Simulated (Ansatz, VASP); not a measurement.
# C in VASP and in Ansatz

INCAR

```
SYSTEM = C
  PREC = Accurate
  ENCUT = 520
  EDIFF = 1E-7
  ISMEAR = 0
  SIGMA = 0.05
  LREAL = .False.
  LASPH = .True.
  NELM = 60
  ALGO = Normal
  ISIF = 2
  LWAVE = .False.
  LCHARG = .True.
  GGA = PS
  LELF = .True.
  LVHAR = .True.
  NBANDS = 11
```

File KPOINTS:

```
Automatic mesh
0
Gamma
  12 12 12
  0 0 0
```

The input POSCAR:

```
C
1.0
    0.0000000000      2.0512865362      1.3333362485
    2.0512865362      0.0000000000      1.3333362485
    2.0512865362      2.0512865362      0.0000000000
C
2
Direct
    0.5000000000      0.5000000000      0.5000000000
    0.7500000000      0.7500000000      0.7500000000
```

Input for Ansatz:

```yaml
crystal:
  lattice:
    - [0.0, 2.0512865362, 1.3333362485]
    - [2.0512865362, 0.0, 1.3333362485]
    - [2.0512865362, 2.0512865362, 0.0]
  atoms:
    - { symbol: C, position: [0.5, 0.5, 0.5] }
    - { symbol: C, position: [0.75, 0.75, 0.75] }
basis:
  ecutwfc: 420
kpoints:
  mp_grid: { grid: [12, 12, 12] }
hamiltonian:
  xc: pbesol
scf:
  occupations: { method: gaussian, width: 0.05 }
output:
  forces: true
  stress: true
  eigenvalues: true
```

Alike in both runs: task single point; functional PBEsol; k mesh 12 × 12 × 12; occupations gaussian, width 0.05 eV; no spin polarisation.

|  | VASP | Ansatz |
| --- | --- | --- |
| version | VASP 6.6.1 | Ansatz 0.2.0 |
| potentials or method | VASP PAW PBE potentials, release 64 (C) | scalar-relativistic, plane waves, PAW |
| plane-wave cutoff (eV) | 520 | 420 |
| valence electrons in the cell | 8 | 8 |

VASP gave:

```
gap on the k mesh at the Fermi level (eV)       : none
pressure (GPa)                                  : -0.3
largest component of the traceless stress (GPa) : 124.23
```

Task: Estimate Ansatz's values.

Result: gap on the k mesh at the Fermi level (eV): none; pressure (GPa): -1.1; largest component of the traceless stress (GPa): 124.59.

A gap of «none» marks a metal or a gap that the smearing closes.

Caveats: the PAW data sets were made with another functional, which shifts forces and pressure a little (VASP).
